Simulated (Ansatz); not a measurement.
LDA, PBE, PBEsol and r²SCAN on AgCl

```
Ag Cl
1.0
     0.00000    2.77266    2.77266
     2.77266    0.00000    2.77266
     2.77266    2.77266    0.00000
Ag Cl
1 1
Direct
  0.00000 0.00000 0.00000
  0.50000 0.50000 0.50000
```

Atoms are numbered in the order listed.

The conventional cell has a = 5.545 Å, b = 5.545 Å, c = 5.545 Å, α = 90.00°, β = 90.00°, γ = 90.00°. Ag (atom 1) is surrounded by 6 Cl at 2.77 Å. Cl (atom 2) has 6 Ag at 2.77 Å as nearest neighbours.

The cell is the one relaxed in the Materials Project (mp-22922), not relaxed further here; entries there can be hypothetical.

One fixed cell is solved with several functionals by frozen-core PAW in Ansatz 0.2.0, scalar-relativistically. A positive pressure means that the functional wants a larger cell.

The PAW files were made with PBE; their cores are remade for each functional.

Settings: a Γ-centred 9×9×9 k mesh, Fermi–Dirac smearing of 0.01 eV, cutoff 500 eV, no spin polarisation; the PAW files were made with PBE, and the program remakes their frozen cores for this functional.

Cutoffs: r²SCAN 500 eV, LDA 420 eV, PBEsol 420 eV, PBE 420 eV.

**Question.** One of the runs gave P (GPa) = -0.01, gap over the k mesh and a high-symmetry path (eV) = 1.48, lowest level at Γ above −25 eV, from the valence-band top or, without a gap, the Fermi level (eV) = -15.77. Which setting was it?
A. r²SCAN
B. PBE
C. LDA
D. PBEsol

**Answer.** A. The full set:
| setting | P (GPa) | gap over the k mesh and a high-symmetry path (eV) | lowest level at Γ above −25 eV, from the valence-band top or, without a gap, the Fermi level (eV) |
| --- | --- | --- | --- |
| r²SCAN | -0.01 | 1.48 | -15.77 |
| LDA | -5.55 | 0.61 | -15.08 |
| PBEsol | -2.62 | 0.73 | -15.14 |
| PBE | 1.64 | 0.91 | -15.15 |
